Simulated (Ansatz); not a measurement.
Calculated with Ansatz (gas phase, PBE0-D4/def2-TZVP geometries, no zero-point term in ΔE). CCSD(T)/CBS adds triple-zeta CCSD(T) − MP2 to the extrapolated MP2 energy (def2 sets, frozen cores). DFT in def2-TZVPP. For Ge outer-core shells are correlated without core-valence functions, which leaves a few kJ/mol of doubt a bond. Scalar relativity is left out up to krypton. Each species was taken in one conformer, which may not be the lowest.

Reaction (ligand exchange at the Si–O bond): `C[SiH2]OC(C)=O` + `[NH2][GeH3]` → `C[SiH2][NH][GeH3]` + acetic acid

`C[SiH2]OC(C)=O`:

Cartesian coordinates in Å:
```
C -2.051 -1.561 0.090
Si -0.655 -0.806 -0.873
O 0.136 0.190 0.249
C 1.207 0.880 -0.166
C 1.810 1.718 0.916
O 1.612 0.809 -1.297
H -2.723 -0.790 0.474
H -2.631 -2.231 -0.549
H -1.675 -2.141 0.936
H -1.157 0.019 -1.997
H 0.286 -1.842 -1.362
H 1.064 2.419 1.295
H 2.672 2.256 0.532
H 2.105 1.079 1.752
```

`[NH2][GeH3]`:

```xyz
7

N    -0.610    0.974    0.168
Ge    0.202   -0.655   -0.118
H    -0.423    1.366    1.081
H    -0.375    1.671   -0.526
H    -0.224   -1.124   -1.518
H     1.748   -0.623   -0.052
H    -0.319   -1.610    0.966
```

`C[SiH2][NH][GeH3]`:

Z-matrix (Å, degrees):
```
C
Si 1 1.866
H 1 1.093 2 110.6
H 1 1.092 2 111.0 3 120.5
H 1 1.094 2 110.9 3 -119.3
N 2 1.722 1 111.7 3 180.0
H 2 1.495 1 107.8 3 55.6
H 2 1.489 1 111.1 3 -62.1
Ge 6 1.837 2 127.3 1 139.4
H 6 1.010 2 117.1 1 -56.5
H 9 1.539 6 108.1 2 -151.8
H 9 1.543 6 112.0 2 88.4
H 9 1.534 6 107.1 2 -31.9
```

`CC(=O)O`:

Z-matrix (Å, degrees):
```
C
C 1 1.495
H 1 1.092 2 109.8
H 1 1.092 2 109.8 3 117.7
H 1 1.087 2 109.6 3 -121.2
O 2 1.200 1 126.0 3 121.1
O 2 1.346 1 111.6 3 -58.9
H 7 0.968 2 106.4 1 180.0
```

| level | ΔE (kJ/mol) |
| --- | --- |
| PBE-D4 | 23.4 |
| B2PLYP | 28.8 |
| HF/def2-TZVPP | 31.3 |
| CCSD/CBS(def2) | 27.5 |

Task: What does CCSD(T)/CBS give? (Best estimate.)

Result: Ansatz gave: +27.3 kJ/mol. The listed levels differ from it by -3.9, 1.5, 4.0, 0.2 kJ/mol.

Largest T1 diagnostic among the species: 0.015.

In def2-TZVPP, CCSD(T) changes the Hartree–Fock value by −4.4 kJ/mol (the triples alone add −0.2 kJ/mol) and MP2 by −5.4 kJ/mol.

CCSD(T)/CBS has its own doubt, a few kJ/mol and more with outer-core shells, so smaller differences from it don't rank the levels.
